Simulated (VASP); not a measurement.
Input of a VASP 6.6.1 run:

INCAR

```
SYSTEM = AlN
PREC     = Accurate       ! precision mode
ENCUT    = 600            ! plane-wave cutoff, eV
EDIFF    = 1E-6           ! SCF threshold, eV
ISMEAR   = 0              ! smearing method
SIGMA    = 0.01           ! smearing width, eV
LREAL    = .FALSE.        ! projectors in reciprocal space
LASPH    = .TRUE.         ! aspherical terms in the spheres
NELM     = 100            ! most SCF steps
ALGO     = Normal         ! electronic algorithm
ISIF     = 3              ! what is computed and relaxed
LWAVE    = .FALSE.        ! write WAVECAR
LCHARG   = .FALSE.        ! write CHGCAR
GGA      = PE             ! functional
IBRION   = 2              ! ionic algorithm
NSW      = 80             ! ionic steps
EDIFFG   = -0.001         ! ionic threshold
PSTRESS  = 120.0
```

File KPOINTS:

```
regular mesh
0
G
  8 8 8
  0 0 0
```

File POSCAR:

```
AlN
1.0
    0.0000000000      2.0225000000      2.0225000000
    2.0225000000      0.0000000000      2.0225000000
    2.0225000000      2.0225000000      0.0000000000
Al N
1 1
Direct
    0.0000000000      0.0000000000      0.0000000000
    0.5000000000      0.5000000000      0.5000000000
```

Potentials or basis: VASP PAW PBE potentials, release 64 (Al, N).

Command:

```sh
$ cat potpaw_PBE.64/Al/POTCAR potpaw_PBE.64/N/POTCAR > POTCAR
$ mpirun -np 1 vasp_std > vasp.out
```

Task: What does it give for the relaxed cell?

Result: a = 2.835 Å, b = 2.835 Å, c = 2.835 Å, α = 60.00°, β = 60.00°, γ = 60.00°.

Task: Predict the relaxed volume.

Result: 8.06 Å³/atom.

Task: Predict the band gap on the k mesh.

Result: 4.85 eV, indirect (least direct gap 6.05 eV).

Task: Estimate the space group after relaxing (to 0.05 Å).

Result: Fm-3m (No. 225).

Step by step:
```csv
step,energy change (eV),largest force (eV/Å),pressure (GPa),volume (Å³)
1,0.0000,0.0000,4.50,16.55
2,0.0718,0.0000,21.61,15.64
3,0.0218,0.0000,11.95,16.12
4,0.0225,0.0000,12.12,16.11
5,0.0215,0.0000,11.89,16.12
6,0.0220,0.0000,12.00,16.12
```

Caveat: the cell is relaxed towards a set pressure, so the enthalpy falls and the energy may rise. A k mesh can miss the band edges.
